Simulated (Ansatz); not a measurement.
Stackings of close-packed layers of LiH (capitals for Li, lower case for the other element), each relaxed to a stress under 0.05 GPa; energies count from the stacking AcBaCb (Fm-3m).

Theory: DFT PBE, scalar-relativistic, plane waves, PAW in Ansatz.

Settings: cutoff 420 eV, Γ-centred mesh 9×9×2 on the computed 14-atom cell, Gaussian smearing of 0.02 eV; no spin polarisation.

Start (AcBaCbAbCbAbCb):

```
CELL_PARAMETERS angstrom
2.83354 0.00000 0.00000
-1.41677 2.45392 0.00000
0.00000 0.00000 16.19506
ATOMIC_POSITIONS crystal
Li 0.00000 0.00000 0.00000
H 0.66667 0.33333 0.07143
Li 0.33333 0.66667 0.14286
H 0.00000 0.00000 0.21429
Li 0.66667 0.33333 0.28571
H 0.33333 0.66667 0.35714
Li 0.00000 0.00000 0.42857
H 0.33333 0.66667 0.50000
Li 0.66667 0.33333 0.57143
H 0.33333 0.66667 0.64286
Li 0.00000 0.00000 0.71429
H 0.33333 0.66667 0.78571
Li 0.66667 0.33333 0.85714
H 0.33333 0.66667 0.92857
```

**Question.** What does the relaxation give?

**Answer.** The free energy falls by 11 meV/atom.

| Item | Value |
| --- | --- |
| excess energy (meV/atom) | 47.8 |
| spacing of like layers (Å) | 2.405 |
| a (Å) | 2.802 |
| gap on the mesh (eV) | 2.10 |

Relaxed structure:
```
CELL_PARAMETERS angstrom
2.80174 0.00000 0.00000
-1.40087 2.42638 0.00000
0.00000 0.00000 16.83728
ATOMIC_POSITIONS crystal
Li 0.00000 0.00000 0.00564
H 0.66667 0.33333 0.07423
Li 0.33333 0.66667 0.14286
H 0.00000 0.00000 0.21149
Li 0.66667 0.33333 0.28007
H 0.33333 0.66667 0.34834
Li 0.00000 0.00000 0.42235
H 0.33333 0.66667 0.49574
Li 0.66667 0.33333 0.56937
H 0.33333 0.66667 0.64286
Li 0.00000 0.00000 0.71635
H 0.33333 0.66667 0.78997
Li 0.66667 0.33333 0.86337
H 0.33333 0.66667 0.93737
```

An odd mesh misses points on the zone edge, so a gap read on it can be too wide.

The run took 24 s on 1 thread of Arm Neoverse V1, with other jobs on the host, peak memory 0.36 GiB.